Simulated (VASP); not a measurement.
# CdS (Greenockite) (P6_3mc) in VASP: further runs

The runs below take CdS (Greenockite) through relaxation of cell and atoms, with HSE06, PBE.

All numbers are computed with VASP 6.6.1; they aren't measurements. Logs are shortened: lines on timing, memory, paths and dates and some standing lists are left out, and cuts for length are marked.

## (1) Starting point

Symmetry: P6_3mc, No. 186, hexagonal system. Conventional cell: a = 4.129 Å, b = 4.129 Å, c = 6.732 Å, α = 90.00°, β = 90.00°, γ = 120.00°. Cd (site symmetry 3m) is surrounded by 4 S at 2.53 Å. S (site symmetry 3m) is surrounded by 4 Cd at 2.53 Å.

## (2) Relaxation of cell and atoms, HSE06

File POSCAR:

```
CdS                                     
1.0
    4.1291873882      0.0000000000      0.0000000000
   -2.0645936941      3.5759811752      0.0000000000
   -0.0000000000      0.0000000000      6.7319038293
  Cd              S             
     2     2
Direct
     0.3333333332999970    0.6666666667000030    0.9995462527360236
     0.6666666667000030    0.3333333332999970    0.4995462527360237
     0.3333333332999970    0.6666666667000030    0.3754537472639763
     0.6666666667000030    0.3333333332999970    0.8754537472639764
```

File INCAR.step1:

```
ALGO     = Normal         # electronic algorithm
EDIFF    = 1E-5           # SCF threshold, eV
ENCUT    = 520            # plane-wave cutoff, eV
GGA      = PE             # functional
ISMEAR   = 0              # smearing method
KPAR     = 4            
LASPH    = True           # aspherical terms in the spheres
LCHARG   = False          # write CHGCAR
LREAL    = False          # projectors in reciprocal space
LWAVE    = True           # write WAVECAR
NELM     = 80             # most SCF steps
PREC     = Accurate       # precision mode
SIGMA    = 0.03           # smearing width, eV
```

File INCAR.step2:

```
ALGO     = Normal         # electronic algorithm
EDIFF    = 1E-6           # SCF threshold, eV
EDIFFG   = -0.01          # ionic threshold
ENCUT    = 520            # plane-wave cutoff, eV
GGA      = PE             # functional
HFSCREEN = 0.2            # screening, 1/A
IBRION   = 2              # ionic algorithm
ISIF     = 3              # what is computed and relaxed
ISMEAR   = 0              # smearing method
ISTART   = 1            
KPAR     = 4            
LASPH    = True           # aspherical terms in the spheres
LCHARG   = False          # write CHGCAR
LHFCALC  = True           # exact exchange
LREAL    = False          # projectors in reciprocal space
LWAVE    = False          # write WAVECAR
NELM     = 80             # most SCF steps
NSW      = 25             # ionic steps
PREC     = Accurate       # precision mode
PRECFOCK = Fast         
SIGMA    = 0.03           # smearing width, eV
```

File KPOINTS:

```
k-points
0
Gamma
  6 6 3
```

Potentials or basis: VASP PAW PBE potentials, release 64 (Cd, S).

On the command line:

```sh
> cat potpaw_PBE.64/Cd/POTCAR potpaw_PBE.64/S/POTCAR > POTCAR
> cp INCAR.step1 INCAR
> mpirun -np 4 vasp_std > vasp.out
> cp INCAR.step2 INCAR
> mpirun -np 4 vasp_std > vasp.out
```

OUTCAR:

```text
EDIFF = 1E-6
   EDIFFG = -0.01
   ENCUT = 520
   GGA = PE
   HFSCREEN = 0.2
   IBRION = 2
   ISIF = 3
   ISMEAR = 0
   ISTART = 1
   LASPH = True
   LHFCALC = True
   LREAL = False
   NELM = 80
   NSW = 25
   PREC = Accurate
   PRECFOCK = Fast

 ion  position               nearest neighbor table
   1  0.333  0.667  1.000-   4 2.53   4 2.53   4 2.53   3 2.53
   2  0.667  0.333  0.500-   3 2.53   3 2.53   3 2.53   4 2.53
   3  0.333  0.667  0.375-   2 2.53   2 2.53   2 2.53   1 2.53
   4  0.667  0.333  0.875-   1 2.53   1 2.53   1 2.53   2 2.53

  LATTYP: Found a hexagonal cell.
 ALAT       =     4.1291873882
 C/A-ratio  =     1.6303217065

  Lattice vectors:

 A1 = (   4.1291873882,   0.0000000000,   0.0000000000)
 A2 = (  -2.0645936941,   3.5759811752,   0.0000000000)
 A3 = (   0.0000000000,   0.0000000000,   6.7319038293)

Analysis of symmetry for initial positions (statically):
=====================================================================
 Subroutine PRICEL returns:
 Original cell was already a primitive cell.

 Routine SETGRP: Setting up the symmetry group for a
 hexagonal supercell.

 Subroutine GETGRP returns: Found 12 space group operations
 (whereof  6 operations were pure point group operations)
 out of a pool of 24 trial point group operations.

The static configuration has the point symmetry C_3v.
 The point group associated with its full space group is C_6v.

Analysis of symmetry for dynamics (positions and initial velocities):
=====================================================================
 Subroutine PRICEL returns:
 Original cell was already a primitive cell.

 Routine SETGRP: Setting up the symmetry group for a
 hexagonal supercell.

 Subroutine GETGRP returns: Found 12 space group operations
 (whereof  6 operations were pure point group operations)
 out of a pool of 24 trial point group operations.

The dynamic configuration has the point symmetry C_3v.
 The point group associated with its full space group is C_6v.

 Subroutine INISYM returns: Found 12 space group operations
 (whereof  6 operations are pure point group operations),
 and found     1 'primitive' translations

----------------------------------------------------------------------------------------

                                     Primitive cell

  volume of cell :      99.4026

  direct lattice vectors                    reciprocal lattice vectors
     4.129187388  0.000000000  0.000000000     0.242178401  0.139821765  0.000000000
    -2.064593694  3.575981175  0.000000000     0.000000000  0.279643530  0.000000000
     0.000000000  0.000000000  6.731903829     0.000000000  0.000000000  0.148546388

  length of vectors
     4.129187388  4.129187388  6.731903829     0.279643530  0.279643530  0.148546388

  position of ions in fractional coordinates (direct lattice)
     0.333333333  0.666666667  0.999546253
     0.666666667  0.333333333  0.499546253
     0.333333333  0.666666667  0.375453747
     0.666666667  0.333333333  0.875453747

  ion indices of the primitive-cell ions
   primitive index   ion index
                 1           1
                 2           2
                 3           3
                 4           4

----------------------------------------------------------------------------------------

 KPOINTS: k-points

Automatic generation of k-mesh.
 Grid dimensions read from file:
 generate k-points for:    6    6    3

 Generating k-lattice:

  Cartesian coordinates                     Fractional coordinates (reciprocal lattice)
     0.040363067  0.023303628  0.000000000     0.166666667  0.000000000  0.000000000
     0.000000000  0.046607255  0.000000000     0.000000000  0.166666667  0.000000000
     0.000000000  0.000000000  0.049515463     0.000000000  0.000000000  0.333333333

  Length of vectors
     0.046607255  0.046607255  0.049515463

  Shift w.r.t. Gamma in fractional coordinates (k-lattice)
     0.000000000  0.000000000  0.000000000

 Subroutine IBZKPT returns following result:
 ===========================================

 Found     14 irreducible k-points:

 Following reciprocal coordinates:
            Coordinates               Weight
  0.000000  0.000000  0.000000      1.000000
  0.166667  0.000000  0.000000      6.000000
  0.333333  0.000000  0.000000      6.000000
  0.500000  0.000000  0.000000      3.000000
  0.166667  0.166667  0.000000      6.000000
  0.333333  0.166667  0.000000     12.000000
  0.333333  0.333333  0.000000      2.000000
  0.000000  0.000000  0.333333      2.000000
  0.166667  0.000000  0.333333     12.000000
  0.333333  0.000000  0.333333     12.000000
  0.500000  0.000000  0.333333      6.000000
  0.166667  0.166667  0.333333     12.000000
  0.333333  0.166667  0.333333     24.000000
  0.333333  0.333333  0.333333      4.000000
   k-points           NKPTS =     14   k-points in BZ     NKDIM =    108   number of bands    NBANDS=     22
   number of dos      NEDOS =    301   number of ions     NIONS =      4
   total plane-waves  NPLWV =  51200
   dimension x,y,z NGX =    32 NGY =   32 NGZ =   50
   dimension x,y,z NGXF=    64 NGYF=   64 NGZF=  100
   ions per type =               2   2
   NGX,Y,Z   is equivalent  to a cutoff of  12.88, 12.88, 12.35 a.u.
   NGXF,Y,Z  is equivalent  to a cutoff of  25.77, 25.77, 24.70 a.u.
 SYSTEM =  unknown system
   PREC   = accura    normal or accurate (medium, high low for compatibility)
   ISTART =      1    job   : 0-new  1-cont  2-samecut
   ICHARG =      0    charge: 1-file 2-atom 10-const
   ISPIN  =      1    spin polarized calculation?
   LNONCOLLINEAR =      F non collinear calculations
   LSORBIT =      F    spin-orbit coupling
   LASPH  =      T    aspherical Exc in radial PAW
   ENCUT  =  520.0 eV  38.22 Ry    6.18 a.u.   7.68  7.68 12.52*2*pi/ulx,y,z
   NELM   =     80;   NELMIN=  2; NELMDL=  0     # of ELM steps
   EDIFF  = 0.1E-05   stopping-criterion for ELM
   LREAL  =      F    real-space projection
   EDIFFG = -.1E-01   stopping-criterion for IOM
   NSW    =     25    number of steps for IOM
   IBRION =      2    ionic relax: 0-MD 1-quasi-New 2-CG
   NFREE  =      1    steps in history (QN), initial steepest desc. (CG)
   ISIF   =      3    stress and relaxation
   ISYM   =      3    0-nonsym 1-usesym 2-fastsym
   POTIM  = 0.5000    time-step for ionic-motion
   TEBEG  =    0.0;   TEEND  =   0.0 temperature during run
   PSTRESS=    0.0 pullay stress
   NELECT =      36.0000    total number of electrons
   NUPDOWN=      -1.0000    fix difference up-down
   EMIN   =  10.00;   EMAX   =-10.00  energy-range for DOS
   EFERMI =   0.00;   METHOD = LEGACY
   ISMEAR =     0;   SIGMA  =   0.03  broadening in eV -4-tet -1-fermi 0-gaus
   EFERMI_NEDOS =   21; number of points for ismear=-14 and -15
   IALGO  =     38    algorithm
   IMIX   =      1    mixing-type and parameters
     AMIX     =   0.40;   BMIX     =  1.00
     AMIX_MAG =   1.60;   BMIX_MAG =  1.00
  volume/ion in A,a.u.               =      24.85       167.70
  Fermi-wavevector in a.u.,A,eV,Ry     =   1.166925  2.205169 18.527256  1.361715
  Thomas-Fermi vector in A             =   2.303432
   LORBIT       =      0    0 simple, 1 ext, 2 COOP (PROOUT), +10 PAW based schemes
   GGA     = PE    functional components
   LHFCALC =     T    Hartree Fock is set to
   PRECFOCK=fast      Normal, Fast or Accurate (Low or Medium for compatibility)
   ENCUT4O =  -1.0   cutoff for four orbital integrals eV
   NKREDX  =     1    reduce k-point grid by
   NKREDY  =     1    reduce k-point grid by
   NKREDZ  =     1    reduce k-point grid by
   AEXX    =    0.2500 exact exchange contribution
   HFSCREEN=    0.2000 screening length (either q_TF or 0.3 A-1)
   HFSCREENC=   0.2000 screening length for correlation (either q_TF or 0.3 A-1)
   ENCUTFOCK=  -1.0 apply spherical cutoff to Coloumb kernel
   IVDW    =     0    specifies the selected vdW correction
   LEPSILON=     F    determine dielectric tensor
   LRPA    =     F    only Hartree local field effects (RPA)
 conjugate gradient relaxation of ions
 non-spin polarized calculation
 Gauss-broadening in eV      SIGMA  =   0.03
  energy-cutoff  :      520.00
  volume of cell :       99.40
 maximum number of plane-waves:      2719
 NGX is ok and might be reduce to    32
  NGX = 18; NGY = 18; NGZ = 30

--------------------------------------- Ionic step        1  -------------------------------------------

 number of electron      35.9999994 magnetization

 Free energy of the ion-electron system (eV)
  ---------------------------------------------------
  ext. energy  EPLUGINS =         0.00000000
  ---------------------------------------------------
  free energy    TOTEN  =       -15.27515004 eV

  energy without entropy =      -15.27515004  energy(sigma->0) =      -15.27515004

------------------------ aborting loop because EDIFF is reached ----------------------------------------

  FORCE on cell =-STRESS in cart. coord.  units (eV):
  Direction    XX          YY          ZZ          XY          YZ          ZX
  --------------------------------------------------------------------------------------
  -------------------------------------------------------------------------------------
  Total        1.2230805      1.2230805      1.1492408      0.0000000      0.0000000      0.0000000
  in kB       19.7136887     19.7136887     18.5235355      0.0000000      0.0000000      0.0000000
  external PRESSURE =      19.3169709 kB  Pullay stress =       0.0000000 kB

 VOLUME and BASIS-vectors are now :
 -----------------------------------------------------------------------------
  energy-cutoff  :      520.00
  volume of cell :       99.40
      direct lattice vectors                 reciprocal lattice vectors
     4.129187388  0.000000000  0.000000000     0.242178401  0.139821765  0.000000000
    -2.064593694  3.575981175  0.000000000     0.000000000  0.279643530  0.000000000
     0.000000000  0.000000000  6.731903829     0.000000000  0.000000000  0.148546388
[... 153 lines left out ...]
 POSITION                                       TOTAL-FORCE (eV/Angst)
 -----------------------------------------------------------------------------------
     -0.00000      2.40897      6.79110         0.000000     -0.000000     -0.010531
      2.08623      1.20449      3.39363         0.000000     -0.000000     -0.010531
     -0.00000      2.40897      2.55195        -0.000000      0.000000      0.010531
      2.08623      1.20449      5.94942        -0.000000      0.000000      0.010531
 -----------------------------------------------------------------------------------
    total drift:                                0.000000      0.000001     -0.000707

  FREE ENERGIE OF THE ION-ELECTRON SYSTEM (eV)
  ---------------------------------------------------
  free  energy   TOTEN  =       -15.2935272535 eV

  energy  without entropy=      -15.2935272535  energy(sigma->0) =      -15.29352725

--------------------------------------- Ionic step        6  -------------------------------------------

 number of electron      35.9999999 magnetization

 Free energy of the ion-electron system (eV)
  ---------------------------------------------------
  ext. energy  EPLUGINS =         0.00000000
  ---------------------------------------------------
  free energy    TOTEN  =       -15.29359806 eV

  energy without entropy =      -15.29359806  energy(sigma->0) =      -15.29359806

 E-fermi :   0.5730     XC(G=0):  -7.4581

 val. band max:        0.3874633878   @ k =   0.0000   0.0000   0.0000
 cond. band min:       2.5750166774   @ k =   0.0000   0.0000   0.0000
 fundamental gap:      2.1875532897
 Fermi energy:         0.5729942111

 k-point     1 :       0.0000    0.0000    0.0000
  band No.  band energies     occupation
      1     -12.9829      2.00000
      2     -12.5537      2.00000
      3      -8.3516      2.00000
      4      -8.3435      2.00000
      5      -8.3435      2.00000
      6      -8.2644      2.00000
[... 14 lines left out ...]
     21       8.0372      0.00000
     22       8.0372      0.00000
[... 345 lines left out ...]
 POSITION                                       TOTAL-FORCE (eV/Angst)
 -----------------------------------------------------------------------------------
     -0.00000      2.41019      6.78301         0.000000     -0.000000     -0.006321
      2.08728      1.20509      3.38881         0.000000     -0.000000     -0.006321
     -0.00000      2.41019      2.55105        -0.000000      0.000000      0.006321
      2.08728      1.20509      5.94525        -0.000000      0.000000      0.006321
 -----------------------------------------------------------------------------------
    total drift:                                0.000000     -0.000000     -0.000500

  FREE ENERGIE OF THE ION-ELECTRON SYSTEM (eV)
  ---------------------------------------------------
  free  energy   TOTEN  =       -15.2935980595 eV

  energy  without entropy=      -15.2935980595  energy(sigma->0) =      -15.29359806

 reached required accuracy - stopping structural energy minimisation
```

It took 1.6 h on 4 MPI ranks of Intel Xeon Platinum 8259CL at 2.50GHz (Skylake/Cascade Lake), shared host; peak memory 0.35 GiB.

Results:

| Property | Result |
| --- | --- |
| Free energy | -15.2936 eV |
| Relaxed volume | 25.61 Å³/atom |
| Relaxed cell | a = 4.175 Å, b = 4.175 Å, c = 6.788 Å, α = 90.00°, β = 90.00°, γ = 120.00° |
| Space group after relaxing (to 0.05 Å) | P6_3mc (No. 186) |
| Energy gained by relaxing | 4.6 meV/atom |
| Ionic steps | 6 |
| Pressure after relaxing | 0.0 GPa |
| Largest force after relaxing | 0.006 eV/Å |
| Band gap on the k mesh | 2.19 eV, direct |

Forces on the atoms (eV/Å):
```
Cd   0.000  0.000 -0.006
Cd   0.000  0.000 -0.006
S    0.000  0.000  0.006
S    0.000  0.000  0.006
```

Step by step:
```csv
step,energy change (eV),largest force (eV/Å),pressure (GPa),volume (Å³)
1,0.0000,0.0069,1.93,99.40
2,-0.0155,0.0131,-0.71,103.78
3,-0.0183,0.0116,0.00,102.51
4,-0.0183,0.0116,0.04,102.45
5,-0.0184,0.0105,0.03,102.45
6,-0.0184,0.0063,0.03,102.45
```

Final structure:
```cif
data_structure
_symmetry_space_group_name_H-M 'P 1'
_symmetry_Int_Tables_number 1
_cell_length_a 4.1746
_cell_length_b 4.1746
_cell_length_c 6.7884
_cell_angle_alpha 90.000
_cell_angle_beta 90.000
_cell_angle_gamma 120.000
_cell_volume 102.45
loop_
_atom_site_label
_atom_site_type_symbol
_atom_site_fract_x
_atom_site_fract_y
_atom_site_fract_z
_atom_site_occupancy
Cd1 Cd 0.33333 0.66667 0.99920 1
Cd2 Cd 0.66667 0.33333 0.49920 1
S1 S 0.33333 0.66667 0.37580 1
S2 S 0.66667 0.33333 0.87580 1
```

Levels at points of the mesh, in eV from the valence-band top:
| k point | band 15 | band 16 | band 17 | band 18 | band 19 | band 20 | band 21 | band 22 |
| --- | --- | --- | --- | --- | --- | --- | --- | --- |
| (0.00, 0.00, 0.00) | -0.77 | -0.04 | 0.00 | 0.00 | 2.19 | 3.86 | 7.65 | 7.65 |
| (0.50, 0.00, 0.00) | -2.70 | -1.91 | -1.31 | -0.77 | 4.81 | 4.94 | 6.11 | 7.60 |

Caveat: the PAW data sets were made with another functional, which shifts forces and pressure a little.

[end of part 1 of 2]
